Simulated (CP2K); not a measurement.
CdTe:

```
CELL_PARAMETERS angstrom
4.53255 0.00000 0.00000
2.26628 3.92531 0.00000
2.26628 1.30844 3.70082
ATOMIC_POSITIONS crystal
Te 0.75000 0.75000 0.75000
Cd 0.00000 0.00000 0.00000
```

Base run:

```yaml
Program: CP2K 2026.2
Functional: MS2
Potentials_or_basis: POTENTIAL_UZH Te GTH-PBE-q6, Cd GTH-PBE-q12; TZVP-MOLOPT-PBE-GTH basis
Density_cutoff: 9184 eV
k_mesh: 7 × 7 × 7
Occupations: fermi-dirac, width 0.05 eV
Spin: no spin polarisation
```

Its results: band gap on the k mesh 1.17 eV, direct; pressure 3.7 GPa.

Question: The run is repeated on the same cell with these changes: functional from MS2 to vdW-DF2. What comes out?

Answer: Band gap on the k mesh 0.88 eV, direct; pressure 8.5 GPa.

Caveats: the potentials were made for another functional, which shifts forces and pressure; spin-orbit coupling is left out, which moves the levels of the heavy elements; the basis of atomic orbitals isn't converged, which shifts pressures, moduli and gaps.

Not every run made on this cell is shown here.
